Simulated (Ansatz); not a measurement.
**Te: stress in a strained cell**

Aim: deform Te (equal xy, yz and zx engineering shear strains of +1 %) and compute stress, forces and field gradients with LAPW, PAW and all-electron datasets made for the crystal.

Method: DFT LDA, scalar-relativistic, in Ansatz 0.2.0.

**1. Starting point**

The structure is trigonal, space group P3_121 (No. 152). Conventional cell: a = 4.458 Å, b = 4.458 Å, c = 5.925 Å, α = 90.00°, β = 90.00°, γ = 120.00°. Te (site symmetry 2) has 2 Te at 2.79 Å as nearest neighbours.

Structure file:

```xyz
3
Lattice="4.4580 0.0000 0.0000 -2.2290 3.8607 0.0000 0.0000 0.0000 5.9250" Properties=species:S:1:pos:R:3 pbc="T T T"
Te    3.3212    0.0000    1.9750
Te   -1.6606    2.8763    3.9500
Te    0.5684    0.9845    0.0000
```

Atoms are numbered in the order of the input: Te1, Te2, Te3.

**2. The deformed structure**

Space group P3_121 before, P1 after.

**3. All-electron LAPW**

Input file input.yaml:

```yaml
crystal:
  lattice:
    - [4.4579994587, 0.0222899973, 0.0222899973]
    - [-2.2096960255, 3.8495957826, 0.0081587053]
    - [0.029625, 0.029625, 5.925]
  atoms:
    - { symbol: Te, position: [0.745, 0.0, 0.3333333333] }
    - { symbol: Te, position: [0.0, 0.745, 0.6666666667] }
    - { symbol: Te, position: [0.255, 0.255, 0.0] }
kpoints:
  mp_grid: { grid: [9, 9, 6] }
  band_path:
    path:
      - [0.0, 0.0, 0.0]
      - [0.0, -0.5, 0.0]
      - [0.0, 0.0, 0.5]
      - [0.0, 0.0, 0.0]
      - [-0.5, 0.0, 0.0]
      - [-0.5, 0.5, -0.5]
      - [0.0, 0.0, 0.0]
      - [-0.5, 0.0, -0.5]
      - [-0.5, 0.5, 0.0]
    npoints: 5
scf:
  occupations: { method: fermi_dirac, width: 0.08 }
hamiltonian:
  xc: lda
  pseudopotentials: { kind: all_electron, lapw: { basis_error: 0.0005 } }
output:
  forces: true
  stress: true
  eigenvalues: true
```

Started as:

```sh
ansatz run input.yaml --threads 1 --pin off --max-ram 4096MiB --backend cpu --events-out ev --progress --plain --runs-dir out
```

**4. PAW with frozen cores**

Input file input.yaml:

```yaml
crystal:
  lattice:
    - [4.4579994587, 0.0222899973, 0.0222899973]
    - [-2.2096960255, 3.8495957826, 0.0081587053]
    - [0.029625, 0.029625, 5.925]
  atoms:
    - { symbol: Te, position: [0.745, 0.0, 0.3333333333] }
    - { symbol: Te, position: [0.0, 0.745, 0.6666666667] }
    - { symbol: Te, position: [0.255, 0.255, 0.0] }
kpoints:
  mp_grid: { grid: [9, 9, 6] }
scf:
  occupations: { method: fermi_dirac, width: 0.08 }
hamiltonian:
  xc: lda
  pseudopotentials: { kind: paw }
output:
  forces: true
  stress: true
  eigenvalues: true
  efg: { contact_densities: true }
```

**5. Datasets made for this crystal**

input.yaml: that of step 4 with these lines changed.

```diff
@@ -15,3 +15,3 @@
   xc: lda
-  pseudopotentials: { kind: paw }
+  pseudopotentials: { kind: all_electron, datasets: crystal }
 output:
```

(Steps that only read results are left out.)

Before running it: what results should come out? Wanted: pressure; largest shear or deviatoric stress.

The runs gave:

| quantity | value |
| --- | --- |
| pressure | LAPW -0.29, PAW -0.31, crystal datasets -0.29 GPa |
| largest shear or deviatoric stress (LAPW) | 0.50 GPa |

What this shows: The largest part of the stress beyond the pressure is 0.50 GPa in size, in the yz component; the atoms are carried along and not relaxed. No run of the undeformed cell stands beside it, so the pressure holds what the given cell had before the change. PAW: stress within 0.02 GPa of LAPW, forces within 1 meV/Å. Crystal datasets: stress within 0.01 GPa of LAPW, forces within 1 meV/Å. Spin-orbit coupling is left out, though the cell holds Te; in elements this heavy it can shift bands and gaps by tenths of an eV.
